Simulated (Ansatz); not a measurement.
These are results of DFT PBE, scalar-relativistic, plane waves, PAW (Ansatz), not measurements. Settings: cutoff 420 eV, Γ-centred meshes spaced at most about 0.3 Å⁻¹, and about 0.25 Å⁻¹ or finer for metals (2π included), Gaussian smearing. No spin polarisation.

Temperature and zero-point effects are left out.

Compare these two cells of Ti₄C₃, each relaxed at this level.

1.

```cif
data_structure
_symmetry_space_group_name_H-M 'Pm-3m'
_symmetry_Int_Tables_number 221
_cell_length_a 4.3102
_cell_length_b 4.3102
_cell_length_c 4.3102
_cell_angle_alpha 90.000
_cell_angle_beta 90.000
_cell_angle_gamma 90.000
_cell_volume 80.07
loop_
_atom_site_label
_atom_site_type_symbol
_atom_site_symmetry_multiplicity
_atom_site_Wyckoff_symbol
_atom_site_fract_x
_atom_site_fract_y
_atom_site_fract_z
_atom_site_occupancy
Ti1 Ti 1 b 0.50000 0.50000 0.50000 1
Ti2 Ti 3 d 0.00000 0.50000 0.00000 1
C1 C 3 c 0.50000 0.00000 0.50000 1
```

2.

```cif
data_structure
_symmetry_space_group_name_H-M 'I4/mmm'
_symmetry_Int_Tables_number 139
_cell_length_a 4.3112
_cell_length_b 4.3112
_cell_length_c 8.6971
_cell_angle_alpha 90.000
_cell_angle_beta 90.000
_cell_angle_gamma 90.000
_cell_volume 161.64
loop_
_atom_site_label
_atom_site_type_symbol
_atom_site_symmetry_multiplicity
_atom_site_Wyckoff_symbol
_atom_site_fract_x
_atom_site_fract_y
_atom_site_fract_z
_atom_site_occupancy
Ti1 Ti 4 c 0.50000 0.00000 0.00000 1
Ti2 Ti 4 e 0.50000 0.50000 0.26311 1
C1 C 4 d 0.50000 0.00000 0.25000 1
C2 C 2 a 0.00000 0.00000 0.00000 1
```

Question: Which form is favoured at zero pressure, and by what margin per atom?

Answer: Cell 2 is lower, by 45 meV/atom. Cell 1 has space group Pm-3m (No. 221), 11.4 Å³/atom and no gap on its mesh; cell 2 has space group I4/mmm (No. 139), 11.5 Å³/atom and no gap. Counting C atoms around Ti (those within 1.25 times the shortest such distance or 1.15 times the sum of covalent radii, 1.27 where that leaves under three; a slash parts the counts of unlike sites), cell 1 has Ti 4/6 and cell 2 has Ti 4/5. In cell 1, around Ti on a site of symmetry m-3m lie 6 C at 2.16 Å; Ti on a site of symmetry 4/mmm has 4 C at 2.16 Å; C is surrounded by 6 Ti at 2.16 Å. In cell 2, Ti on a site of symmetry mmm has 4 C at 2.16–2.17 Å; Ti on a site of symmetry 4mm is surrounded by 5 C at 2.06–2.16 Å; C on a site of symmetry -4m2 is surrounded by 6 Ti at 2.16–2.17 Å; 1 more site not described. Both come from invented guesses. Shaken at random and relaxed again, cell 1 came back. The lowest form computed isn't among them: it has space group R-3m (No. 166), 11.6 Å³/atom and lies 12 meV/atom below the best shown. Checks on cell 1: no imaginary mode on a 2×2×2 q mesh.

Cells without such a test can be saddle points. Some types were kept out of the candidates beforehand, so the set may lack a known form.
